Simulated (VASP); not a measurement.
# KI (Pm-3m) in VASP: a series of runs

Runs on KI. Level: r2SCAN. Tasks: single point.

All numbers are computed with VASP 6.6.1; they aren't measurements. Logs are shortened: lines on timing, memory, paths and dates and some standing lists are left out, and cuts for length are marked.

### 1 The crystal as given

The structure is cubic, space group Pm-3m (No. 221). The conventional cell has a = 4.291 Å, b = 4.291 Å, c = 4.291 Å, α = 90.00°, β = 90.00°, γ = 90.00°. I (site symmetry m-3m) is surrounded by 8 K at 3.72 Å. K (site symmetry m-3m) is surrounded by 8 I at 3.72 Å.

Measurements of this composition are mostly on another form, of space group No. 225.

### 2 Single point, r2SCAN

File INCAR:

```
SYSTEM = KI
ADDGRID = .False.
ALGO = Normal
EDIFF = 1E-6
ENCUT = 400
ISIF = 2
ISMEAR = 0
LASPH = .True.
LCHARG = .False.
LMIXTAU = .True.
LREAL = .False.
LWAVE = .False.
METAGGA = R2SCAN
NBANDS = 15
NELM = 100
PREC = Accurate
SIGMA = 0.05
```

File KPOINTS:

```
k-points
0
Gamma
  2 2 2
  0 0 0
```

File POSCAR:

```
KI
1.0
    4.2911966600      0.0000000000      0.0000000000
    0.0000000000      4.2911966600      0.0000000000
    0.0000000000      0.0000000000      4.2911966600
I K
1 1
Direct
    0.5065330000      0.4906340000      0.4946390000
   -0.0062690000      0.0032140000     -0.0010130000
```

Potentials or basis: VASP PAW PBE potentials, release 64 (I, K_sv).

Launch:

```
> cat potpaw_PBE.64/I/POTCAR potpaw_PBE.64/K_sv/POTCAR > POTCAR
> mpirun -np 1 vasp_std > vasp.out
```

OUTCAR:

```text
SYSTEM = KI
   EDIFF = 1E-6
   ENCUT = 400
   ISIF = 2
   ISMEAR = 0
   LASPH = .True.
   LREAL = .False.
   METAGGA = R2SCAN
   NELM = 100
   PREC = Accurate

 Found      8 irreducible k-points:

 Following reciprocal coordinates:
            Coordinates               Weight
  0.000000  0.000000  0.000000      1.000000
  0.500000  0.000000  0.000000      1.000000
  0.000000  0.500000  0.000000      1.000000
  0.000000  0.000000  0.500000      1.000000
  0.500000  0.500000  0.000000      1.000000
  0.000000  0.500000  0.500000      1.000000
   k-points           NKPTS =      8   k-points in BZ     NKDIM =      8   number of bands    NBANDS=     15
   number of dos      NEDOS =    301   number of ions     NIONS =      2
   total plane-waves  NPLWV =  21952
   dimension x,y,z NGX =    28 NGY =   28 NGZ =   28
   dimension x,y,z NGXF=    56 NGYF=   56 NGZF=   56
   ions per type =               1   1
   NGX,Y,Z   is equivalent  to a cutoff of  10.85, 10.85, 10.85 a.u.
   NGXF,Y,Z  is equivalent  to a cutoff of  21.70, 21.70, 21.70 a.u.
 SYSTEM =  KI
   PREC   = accura    normal or accurate (medium, high low for compatibility)
   ISTART =      0    job   : 0-new  1-cont  2-samecut
   ICHARG =      2    charge: 1-file 2-atom 10-const
   ISPIN  =      1    spin polarized calculation?
   LNONCOLLINEAR =      F non collinear calculations
   LSORBIT =      F    spin-orbit coupling
   LASPH  =      T    aspherical Exc in radial PAW
   ENCUT  =  400.0 eV  29.40 Ry    5.42 a.u.   7.00  7.00  7.00*2*pi/ulx,y,z
   NELM   =    100;   NELMIN=  2; NELMDL= -5     # of ELM steps
   EDIFF  = 0.1E-05   stopping-criterion for ELM
   LREAL  =      F    real-space projection
   EDIFFG = 0.1E-04   stopping-criterion for IOM
   NSW    =      0    number of steps for IOM
   IBRION =     -1    ionic relax: 0-MD 1-quasi-New 2-CG
   NFREE  =      0    steps in history (QN), initial steepest desc. (CG)
   ISIF   =      2    stress and relaxation
   ISYM   =      2    0-nonsym 1-usesym 2-fastsym
   POTIM  = 0.5000    time-step for ionic-motion
   TEBEG  =    0.0;   TEEND  =   0.0 temperature during run
   PSTRESS=    0.0 pullay stress
   NELECT =      16.0000    total number of electrons
   NUPDOWN=      -1.0000    fix difference up-down
   EMIN   =  10.00;   EMAX   =-10.00  energy-range for DOS
   EFERMI =   0.00;   METHOD = LEGACY
   ISMEAR =     0;   SIGMA  =   0.05  broadening in eV -4-tet -1-fermi 0-gaus
   EFERMI_NEDOS =   21; number of points for ismear=-14 and -15
   IALGO  =     38    algorithm
   IMIX   =      4    mixing-type and parameters
     AMIX     =   0.40;   BMIX     =  1.00
     AMIX_MAG =   1.60;   BMIX_MAG =  1.00
  volume/ion in A,a.u.               =      39.51       266.63
  Fermi-wavevector in a.u.,A,eV,Ry     =   0.961324  1.816639 12.573738  0.924144
  Thomas-Fermi vector in A             =   2.090686
   LORBIT       =      0    0 simple, 1 ext, 2 COOP (PROOUT), +10 PAW based schemes
   METAGGA = R2SCAN    functional components
   LHFCALC =     F    Hartree Fock is set to
   AEXX    =    0.0000 exact exchange contribution
   IVDW    =     0    specifies the selected vdW correction
   LEPSILON=     F    determine dielectric tensor
   LRPA    =     F    only Hartree local field effects (RPA)
 non-spin polarized calculation
 Gauss-broadening in eV      SIGMA  =   0.05
  energy-cutoff  :      400.00
  volume of cell :       79.02
 maximum number of plane-waves:      1472
 NGX is ok and might be reduce to    28
   NGX = 13   NGY = 13   NGZ = 13

 number of electron      16.0000001 magnetization

 Free energy of the ion-electron system (eV)
  ---------------------------------------------------
  ext. energy  EPLUGINS =         0.00000000
  ---------------------------------------------------
  free energy    TOTEN  =       -33.47204531 eV

  energy without entropy =      -33.47204531  energy(sigma->0) =      -33.47204531

 E-fermi :   0.9866     XC(G=0):  -7.9955

 val. band max:        0.7327404274   @ k =   0.0000   0.5000   0.5000
 cond. band min:       4.6708732225   @ k =   0.0000   0.0000   0.0000
 fundamental gap:      3.9381327951
 Fermi energy:         0.9866276417

 k-point     1 :       0.0000    0.0000    0.0000
  band No.  band energies     occupation
      1     -30.0891      2.00000
      2     -12.7685      2.00000
      3     -12.7679      2.00000
      4     -12.7678      2.00000
      5     -10.7185      2.00000
      6       0.3549      2.00000
      7       0.3556      2.00000
      8       0.3563      2.00000
      9       4.6709      0.00000
     10       5.8723      0.00000
     11       5.8775      0.00000
     12       9.6508      0.00000
     13       9.6569      0.00000
     14       9.6581      0.00000
     15      11.7661      0.00000

 k-point     2 :       0.5000    0.0000    0.0000
  band No.  band energies     occupation
      1     -30.0847      2.00000
      2     -12.9177      2.00000
      3     -12.7570      2.00000
      4     -12.7567      2.00000
      5     -10.4076      2.00000
      6      -1.6046      2.00000
      7       0.4373      2.00000
      8       0.4390      2.00000
      9       6.7908      0.00000
     10       7.2723      0.00000
     11       8.3127      0.00000
     12       8.3879      0.00000
     13       9.9070      0.00000
     14       9.9257      0.00000
     15      10.0494      0.00000

 k-point     3 :       0.0000    0.5000    0.0000
  band No.  band energies     occupation
      1     -30.0847      2.00000
      2     -12.9177      2.00000
      3     -12.7570      2.00000
      4     -12.7567      2.00000
      5     -10.4076      2.00000
      6      -1.6046      2.00000
      7       0.4373      2.00000
      8       0.4390      2.00000
      9       6.7907      0.00000
     10       7.2724      0.00000
     11       8.3122      0.00000
     12       8.3877      0.00000
     13       9.9079      0.00000
     14       9.9273      0.00000
     15      10.0489      0.00000

 k-point     4 :       0.0000    0.0000    0.5000
  band No.  band energies     occupation
      1     -30.0847      2.00000
      2     -12.9177      2.00000
      3     -12.7571      2.00000
      4     -12.7569      2.00000
      5     -10.4072      2.00000
      6      -1.6049      2.00000
      7       0.4377      2.00000
      8       0.4391      2.00000
      9       6.7885      0.00000
     10       7.2756      0.00000
     11       8.2970      0.00000
     12       8.3821      0.00000
     13       9.9494      0.00000
     14       9.9707      0.00000
     15      10.0161      0.00000

 k-point     5 :       0.5000    0.5000    0.0000
  band No.  band energies     occupation
      1     -30.0805      2.00000
      2     -12.8479      2.00000
      3     -12.8470      2.00000
      4     -12.7486      2.00000
      5     -10.3380      2.00000
      6      -1.0341      2.00000
      7      -1.0341      2.00000
      8       0.7319      2.00000
      9       5.0400      0.00000
     10       6.9969      0.00000
     11       7.9972      0.00000
     12       8.0020      0.00000
     13      10.3874      0.00000
     14      10.4007      0.00000
     15      10.7179      0.00000

 k-point     6 :       0.0000    0.5000    0.5000
  band No.  band energies     occupation
      1     -30.0805      2.00000
      2     -12.8473      2.00000
      3     -12.8470      2.00000
      4     -12.7490      2.00000
      5     -10.3385      2.00000
      6      -1.0346      2.00000
      7      -1.0340      2.00000
      8       0.7327      2.00000
      9       5.0410      0.00000
     10       7.0003      0.00000
     11       7.9986      0.00000
     12       8.0009      0.00000
     13      10.3961      0.00000
     14      10.4014      0.00000
     15      10.7127      0.00000

 [... further k-points ...]

------------------------ aborting loop because EDIFF is reached ----------------------------------------

  FORCE on cell =-STRESS in cart. coord.  units (eV):
  Direction    XX          YY          ZZ          XY          YZ          ZX
  --------------------------------------------------------------------------------------
  -------------------------------------------------------------------------------------
  Total        0.8950871      0.8955463      0.8960200     -0.0116495      0.0040694     -0.0040960
  in kB       18.1484960     18.1578061     18.1674096     -0.2362007      0.0825103     -0.0830498
  external PRESSURE =      18.1579039 kB  Pullay stress =       0.0000000 kB

 VOLUME and BASIS-vectors are now :
 -----------------------------------------------------------------------------
  energy-cutoff  :      400.00
  volume of cell :       79.02
      direct lattice vectors                 reciprocal lattice vectors
     4.291196660  0.000000000  0.000000000     0.233035230  0.000000000  0.000000000
     0.000000000  4.291196660  0.000000000     0.000000000  0.233035230  0.000000000
     0.000000000  0.000000000  4.291196660     0.000000000  0.000000000  0.233035230

 POSITION                                       TOTAL-FORCE (eV/Angst)
 -----------------------------------------------------------------------------------
      2.17363      2.10541      2.12259        -0.025198      0.023780      0.009357
      4.26430      0.01379      4.28685         0.025198     -0.023780     -0.009357
 -----------------------------------------------------------------------------------
    total drift:                               -0.001430     -0.000253      0.002439

  FREE ENERGIE OF THE ION-ELECTRON SYSTEM (eV)
  ---------------------------------------------------
  free  energy   TOTEN  =       -33.4720453063 eV

  energy  without entropy=      -33.4720453063  energy(sigma->0) =      -33.47204531
```

Wall time 34 s (1 thread of Intel Xeon Platinum 8259CL at 2.50GHz (Skylake/Cascade Lake), shared host); peak memory 0.16 GiB.

The run converged, but some of its settings lie outside the range that counts as converged, so its numbers aren't taken as properties of the crystal.

What came out:

| Property | Result |
| --- | --- |
| Free energy | -33.4720 eV |
| Pressure | 1.8 GPa |
| Largest force | 0.036 eV/Å |
| Band gap on the k mesh | 3.94 eV, indirect (least direct gap 4.31 eV) |

Caveat: the k mesh is coarse (spacing up to 0.73 Å⁻¹), so the values aren't converged; the PAW data sets were made with another functional, which shifts forces and pressure a little; spin-orbit coupling is left out, which moves the levels of the heavy elements.

### 3 Single point, r2SCAN

INCAR: that of step 2 with these lines changed.

```diff
@@ -4,3 +4,3 @@
 EDIFF = 1E-6
-ENCUT = 400
+ENCUT = 450
 ISIF = 2
```

KPOINTS is that of step 2.

File POSCAR:

```
KI
1.0
    4.2911966600      0.0000000000      0.0000000000
    0.0000000000      4.2911966600      0.0000000000
    0.0000000000      0.0000000000      4.2911966600
I K
1 1
Direct
    0.5000000000      0.5000000000      0.5000000000
    0.0000000000      0.0000000000      0.0000000000
```

Potentials or basis: VASP PAW PBE potentials, release 64 (I, K_sv).

Launch:

```
> cat potpaw_PBE.64/I/POTCAR potpaw_PBE.64/K_sv/POTCAR > POTCAR
> mpirun -np 1 vasp_std > vasp.out
```

Wall time 29 s (1 thread of Intel Xeon Platinum 8259CL at 2.50GHz (Skylake/Cascade Lake), shared host); peak memory 0.17 GiB.

These settings aren't checked as converged: the numbers below hold their error.

Results:

```yaml
Free_energy: -33.4737 eV
Pressure: 1.8 GPa
Band_gap_on_the_k_mesh: 3.94 eV, indirect (least direct gap 4.30 eV)
```

Caveat: the k mesh is coarse (spacing up to 0.73 Å⁻¹), so the values aren't converged; the PAW data sets were made with another functional, which shifts forces and pressure a little; spin-orbit coupling is left out, which moves the levels of the heavy elements.

### 4 Single point, r2SCAN

INCAR is that of step 3.

KPOINTS is that of step 3.

File POSCAR:

```
KI
1.0
    4.2911966600      0.0000000000      0.0000000000
    0.0000000000      4.2911966600      0.0000000000
    0.0000000000      0.0000000000      4.2911966600
I K
1 1
Direct
    0.5065330000      0.4906340000      0.4946390000
   -0.0062690000      0.0032140000     -0.0010130000
```

Potentials or basis: VASP PAW PBE potentials, release 64 (I, K_sv).

Launch:

```
> cat potpaw_PBE.64/I/POTCAR potpaw_PBE.64/K_sv/POTCAR > POTCAR
> mpirun -np 1 vasp_std > vasp.out
```

OUTCAR:

```text
SYSTEM = KI
   EDIFF = 1E-6
   ENCUT = 450
   ISIF = 2
   ISMEAR = 0
   LASPH = .True.
   LREAL = .False.
   METAGGA = R2SCAN
   NELM = 100
   PREC = Accurate

 Found      8 irreducible k-points:

 Following reciprocal coordinates:
            Coordinates               Weight
  0.000000  0.000000  0.000000      1.000000
  0.500000  0.000000  0.000000      1.000000
  0.000000  0.500000  0.000000      1.000000
  0.000000  0.000000  0.500000      1.000000
  0.500000  0.500000  0.000000      1.000000
  0.000000  0.500000  0.500000      1.000000
   k-points           NKPTS =      8   k-points in BZ     NKDIM =      8   number of bands    NBANDS=     15
   number of dos      NEDOS =    301   number of ions     NIONS =      2
   total plane-waves  NPLWV =  27000
   dimension x,y,z NGX =    30 NGY =   30 NGZ =   30
   dimension x,y,z NGXF=    60 NGYF=   60 NGZF=   60
   ions per type =               1   1
   NGX,Y,Z   is equivalent  to a cutoff of  11.62, 11.62, 11.62 a.u.
   NGXF,Y,Z  is equivalent  to a cutoff of  23.24, 23.24, 23.24 a.u.
 SYSTEM =  KI
   PREC   = accura    normal or accurate (medium, high low for compatibility)
   ISTART =      0    job   : 0-new  1-cont  2-samecut
   ICHARG =      2    charge: 1-file 2-atom 10-const
   ISPIN  =      1    spin polarized calculation?
   LNONCOLLINEAR =      F non collinear calculations
   LSORBIT =      F    spin-orbit coupling
   LASPH  =      T    aspherical Exc in radial PAW
[... 74 lines left out ...]
     14       9.6579      0.00000
[... 77 lines left out ...]
      2     -12.8473      2.00000
      3     -12.8470      2.00000
      4     -12.7489      2.00000
      5     -10.3388      2.00000
      6      -1.0346      2.00000
      7      -1.0340      2.00000
      8       0.7327      2.00000
      9       5.0410      0.00000
     10       7.0003      0.00000
     11       7.9986      0.00000
     12       8.0009      0.00000
     13      10.3962      0.00000
     14      10.4015      0.00000
     15      10.7123      0.00000

 [... further k-points ...]

------------------------ aborting loop because EDIFF is reached ----------------------------------------

  FORCE on cell =-STRESS in cart. coord.  units (eV):
  Direction    XX          YY          ZZ          XY          YZ          ZX
  --------------------------------------------------------------------------------------
  -------------------------------------------------------------------------------------
  Total        0.8941686      0.8943582      0.8950271     -0.0116304      0.0039585     -0.0041215
  in kB       18.1298720     18.1337156     18.1472791     -0.2358143      0.0802619     -0.0835652
  external PRESSURE =      18.1369556 kB  Pullay stress =       0.0000000 kB

 VOLUME and BASIS-vectors are now :
 -----------------------------------------------------------------------------
  energy-cutoff  :      450.00
  volume of cell :       79.02
      direct lattice vectors                 reciprocal lattice vectors
     4.291196660  0.000000000  0.000000000     0.233035230  0.000000000  0.000000000
     0.000000000  4.291196660  0.000000000     0.000000000  0.233035230  0.000000000
     0.000000000  0.000000000  4.291196660     0.000000000  0.000000000  0.233035230

 POSITION                                       TOTAL-FORCE (eV/Angst)
 -----------------------------------------------------------------------------------
      2.17363      2.10541      2.12259        -0.024869      0.023581      0.009227
      4.26430      0.01379      4.28685         0.024869     -0.023581     -0.009227
 -----------------------------------------------------------------------------------
    total drift:                               -0.001147     -0.001080      0.001251

  FREE ENERGIE OF THE ION-ELECTRON SYSTEM (eV)
  ---------------------------------------------------
  free  energy   TOTEN  =       -33.4722427162 eV

  energy  without entropy=      -33.4722427162  energy(sigma->0) =      -33.47224272
```

Wall time 42 s (1 thread of Intel Xeon Platinum 8259CL at 2.50GHz (Skylake/Cascade Lake), shared host); peak memory 0.17 GiB.

These settings aren't checked as converged: the numbers below hold their error.

Results:

| Quantity | Value |
| --- | --- |
| Free energy | -33.4722 eV |
| Pressure | 1.8 GPa |
| Largest force | 0.035 eV/Å |
| Band gap on the k mesh | 3.94 eV, indirect (least direct gap 4.31 eV) |

Caveat: the k mesh is coarse (spacing up to 0.73 Å⁻¹), so the values aren't converged; the PAW data sets were made with another functional, which shifts forces and pressure a little; spin-orbit coupling is left out, which moves the levels of the heavy elements.

[end of part 1 of 2]
